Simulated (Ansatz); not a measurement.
Tc in Ansatz: the effect of functional

Tc:

```xyz
2
Lattice="2.7400 0.0000 0.0000 -1.3700 2.3729 0.0000 0.0000 0.0000 4.3980" Properties=species:S:1:pos:R:3 pbc="T T T"
Tc    1.3700    0.7910    3.2985
Tc    0.0000    1.5819    1.0995
```

Alike in all runs:

- Program: Ansatz 0.2.0
- Task: band structure
- Potentials or basis: Ansatz PAW earlier set
- Cutoff: 500 eV (not typed: the program's choice for these potentials)
- k mesh: 6 × 6 × 4
- Occupations: fermi-dirac, width 0.05 eV
- Spin: no spin polarisation

```tsv
functional	pressure (GPa)
LDA	?
PBE	3.7
PBEsol	-5.8
RPBE	7.6
revPBE	6.4
BLYP	16.1
r2SCAN	-1.4
```

Question: What does the run with functional LDA give?

Answer: Pressure -11.2 GPa.

Caveats: all runs use coarse meshes; the PAW data sets come from PBE, with cores solved anew for the run's functional, which leaves a small shift of forces and pressure (some runs).
